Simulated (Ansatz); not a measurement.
**Density of states of BeSe**

```cif
data_structure
_symmetry_space_group_name_H-M 'F-43m'
_symmetry_Int_Tables_number 216
_cell_length_a 5.0700
_cell_length_b 5.0700
_cell_length_c 5.0700
_cell_angle_alpha 90.000
_cell_angle_beta 90.000
_cell_angle_gamma 90.000
_cell_volume 130.32
loop_
_atom_site_label
_atom_site_type_symbol
_atom_site_symmetry_multiplicity
_atom_site_Wyckoff_symbol
_atom_site_fract_x
_atom_site_fract_y
_atom_site_fract_z
_atom_site_occupancy
Be1 Be 4 a 0.00000 0.00000 0.00000 1
Se1 Se 4 c 0.25000 0.25000 0.25000 1
```

The runs use the primitive cell with vectors (0.000, 2.535, 2.535), (2.535, 0.000, 2.535), (2.535, 2.535, 0.000) Å, to which the k mesh refers.

The cell is COD entry 9008837, as deposited and not checked against the literature; nothing was relaxed. It differs from other determinations.

Method: DFT, LDA, all-electron LAPW, scalar-relativistic (Ansatz 0.2.0).

Settings: a Γ-centred 10×10×10 k mesh, Fermi–Dirac smearing of 0.02 eV, basis error target 1 meV/atom, no spin polarisation.

States per eV and cell, averaged over 0.4 eV, from -12.6 to 4.4 eV, with energies (bin centres) from the valence-band top; empty bins are left out. The partial columns, the largest 3 alone, are projections on Löwdin-orthogonalised atomic shells (those that the program's projection atoms carry: the occupied ones and, for some elements, an empty d or f shell; other empty shells have no column), summed over atoms of an element. Weights on diffuse s and p shells depend on that basis and aren't pure angular character.

| E (eV) | total | Se 4p | Se 4s | Be 2s |
| --- | --- | --- | --- | --- |
| -12.5 | 2.09 | 0.03 | 1.89 | 0.15 |
| -12.1 | 0.85 | 0.00 | 0.82 | 0.01 |
| -6.1 | 0.01 | 0.00 | 0.00 | 0.00 |
| -5.7 | 0.36 | 0.30 | 0.00 | 0.05 |
| -5.3 | 0.85 | 0.69 | 0.02 | 0.13 |
| -4.9 | 2.10 | 1.64 | 0.05 | 0.37 |
| -4.5 | 0.54 | 0.42 | 0.04 | 0.07 |
| -4.1 | 0.67 | 0.57 | 0.03 | 0.05 |
| -3.7 | 1.00 | 0.85 | 0.03 | 0.07 |
| -3.3 | 1.00 | 0.86 | 0.02 | 0.06 |
| -2.9 | 1.40 | 1.24 | 0.02 | 0.05 |
| -2.5 | 1.56 | 1.39 | 0.02 | 0.04 |
| -2.1 | 1.49 | 1.34 | 0.01 | 0.03 |
| -1.7 | 1.44 | 1.30 | 0.01 | 0.02 |
| -1.3 | 1.33 | 1.21 | 0.01 | 0.01 |
| -0.9 | 0.75 | 0.68 | 0.00 | 0.00 |
| -0.5 | 0.41 | 0.38 | 0.00 | 0.00 |
| -0.1 | 0.09 | 0.09 | 0.00 | 0.00 |
| 2.7 | 0.07 | 0.00 | 0.00 | 0.00 |
| 3.1 | 0.19 | 0.00 | 0.00 | 0.00 |
| 3.5 | 0.31 | 0.01 | 0.00 | 0.01 |
| 3.9 | 0.47 | 0.02 | 0.00 | 0.03 |
| 4.3 | 0.72 | 0.03 | 0.01 | 0.07 |

(1) Which of the resolved shells contributes most in the top eV of the valence band?

Results:

(1) Se 4p, with 92 % of all states there; Be 2s follows with 0 %.
